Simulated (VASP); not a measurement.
VN, 2 atoms in the cell. It takes space group Fm-3m (No. 225, cubic). Conventional cell: a = 4.080 Å, b = 4.080 Å, c = 4.080 Å, α = 90.00°, β = 90.00°, γ = 90.00°. Around V (site symmetry m-3m) lie 6 N at 2.04 Å. Around N (site symmetry m-3m) lie 6 V at 2.04 Å. The cell was built by a generator and needn't be a form met in nature.

- Program: VASP 6.6.1
- Task: electrostatic potential
- Functional: PBE
- Potentials or basis: VASP PAW PBE potentials, release 64 (V_sv, N)
- Cutoff: 520 eV
- k mesh: 18 × 18 × 18
- Occupations: methfessel-paxton, width 0.1 eV
- Spin: no spin polarisation
- Further INCAR settings: ALGO = Normal; EDIFF = 1e-07

Potentials or basis: VASP PAW PBE potentials, release 64 (V_sv, N).

The run is started by

```bash
$ cat potpaw_PBE.64/V_sv/POTCAR potpaw_PBE.64/N/POTCAR > POTCAR
$ mpirun -np 1 vasp_std > vasp.out
```

Hardware: 1 thread of Intel(R) Xeon(R) Platinum 8488C (Sapphire Rapids), with other jobs on the host.

Task: How long does it take, and how much memory?

Result: It took 23 s on 1 thread of Intel(R) Xeon(R) Platinum 8488C (Sapphire Rapids) (shared host), peak memory 0.17 GiB. Counts: scf iterations 14, k points 195.
